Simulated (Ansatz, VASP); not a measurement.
One calculation of Ta, two programs

Contents of INCAR:

```
PREC = Accurate ; ENCUT = 600
EDIFF = 1E-7 ; ISMEAR = -1
SIGMA = 0.05 ; LREAL = F
LASPH = T ; NELM = 80
ALGO = Normal ; ISIF = 3
LWAVE = F ; LCHARG = F
GGA = B5 ; ALDAX = 1.0
AGGAX = 1.0 ; AGGAC = 1.0
ALDAC = 0.0 ; IVDW = 13
VDW_S6 = 1.0 ; VDW_S8 = 2.34076671
VDW_A1 = 0.44488865 ; VDW_A2 = 4.0933009
IBRION = 2 ; NSW = 80
EDIFFG = -0.01
```

KPOINTS

```
Automatic mesh
0
Gamma
  11 11 11
```

The input POSCAR:

```
Ta
1.0
   -1.6512800000      1.6512800000      1.6512800000
    1.6512800000     -1.6512800000      1.6512800000
    1.6512800000      1.6512800000     -1.6512800000
Ta
1
Direct
    0.0000000000      0.0000000000      0.0000000000
```

File input.yaml:

```yaml
crystal:
  lattice:
    - [-1.65128, 1.65128, 1.65128]
    - [1.65128, -1.65128, 1.65128]
    - [1.65128, 1.65128, -1.65128]
  atoms:
    - { symbol: Ta, position: [0.0, 0.0, 0.0] }
kpoints:
  mp_grid: { grid: [11, 11, 11] }
scf:
  occupations: { method: fermi_dirac, width: 0.05 }
hamiltonian:
  xc: blyp
  dispersion: d4
  pseudopotentials: { kind: all_electron, lapw: { basis_error: 0.001 } }
output:
  forces: true
  stress: true
relax:
  f_tol: 0.01
  max_steps: 60
  cell: {}
```

Alike in both runs: task relaxation of cell and atoms; functional BLYP; dispersion D4; k mesh 11 × 11 × 11; occupations fermi-dirac, width 0.05 eV; no spin polarisation.

|  | VASP | Ansatz |
| --- | --- | --- |
| version | VASP 6.6.1 | Ansatz 0.2.0 |
| potentials or method | VASP PAW PBE potentials, release 64 (Ta_pv) | all-electron LAPW, scalar-relativistic |
| plane-wave cutoff (eV) | 600 | see its input |

|  | VASP | Ansatz | Ansatz less VASP |
| --- | --- | --- | --- |
| relaxed volume (Å³/atom) | 18.43 | 18.32 | -0.109 |
| relaxed cell length with the largest relative difference (Å) | 2.882 | 2.877 | -0.0057 |
| energy change over the relaxation (meV/atom) | -6 | -3 | +2.6 |

Ansatz ran all-electron here, so the differences hold the error of VASP's frozen core and of both bases.

Caveats: the PAW data sets were made with another functional, which shifts forces and pressure a little (VASP); pairwise dispersion overbinds metals, which lowers pressure and volume (VASP). The runs have no spin-orbit coupling, so splittings on Ta are missing. Zero-point motion and thermal expansion aren't in these numbers.
